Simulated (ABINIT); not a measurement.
Ge:

```xyz
4
Lattice="3.9976 0.0000 0.0000 -1.9988 3.4620 0.0000 0.0000 0.0000 6.5994" Properties=species:S:1:pos:R:3 pbc="T T T"
Ge    0.0000    2.3080    6.1843
Ge    1.9988    1.1540    2.8846
Ge    0.0000    2.3080    3.7148
Ge    1.9988    1.1540    0.4151
```

This isn't the form of Ge at room conditions, which is diamond.

Base run:

```yaml
Program: ABINIT 10.8.3 (patched build)
Functional: LDA
Potentials_or_basis: JTH PAW LDA v2.0
Cutoff: 599 eV
k_mesh: 8 × 8 × 4
Occupations: fermi-dirac, width 0.05 eV
Spin: no spin polarisation
```

Its results: pressure -2.4 GPa.

Question: The run is repeated on the same cell with these changes: functional from LDA to PBEsol; potentials or basis from JTH PAW LDA v2.0 to JTH PAW PBE v2.0. What comes out?

Answer: Pressure -0.5 GPa.

Caveats: the PAW data sets were made with another functional, which shifts forces and pressure a little (some runs).
